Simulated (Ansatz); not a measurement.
**AlCo (Pm-3m) at 2 levels of theory**

One geometry, relaxed with PBE; plane waves with PAW potentials in Ansatz, scalar-relativistic. No spin polarisation. Gaps are the least over mesh and band path; pressure is positive in compression.

```yaml
crystal:
  lattice:
    - [2.85207, 0.00000, 0.00000]
    - [0.00000, 2.85207, 0.00000]
    - [0.00000, 0.00000, 5.70350]
  atoms:
    - { symbol: Al, position: [0.00000, 0.00000, 0.75000] }
    - { symbol: Al, position: [0.00000, 0.00000, 0.25000] }
    - { symbol: Co, position: [0.50000, 0.50000, 0.00000] }
    - { symbol: Co, position: [0.50000, 0.50000, 0.50000] }
```

| level | cutoff (eV) | k mesh | gap (eV) | pressure (GPa) |
| --- | --- | --- | --- | --- |
| PBE | 420 | 16×16×8 | 0 | 0.0 |

Task: What comes out on the same cell with LDA?

Result:
| level | cutoff (eV) | k mesh | gap (eV) | pressure (GPa) |
| --- | --- | --- | --- | --- |
| LDA | 420 | 16×16×8 | 0 | -11.2 |

Spin polarisation was left out, and a magnetic state may lie lower.

The cell was relaxed from a distorted copy of a database structure.
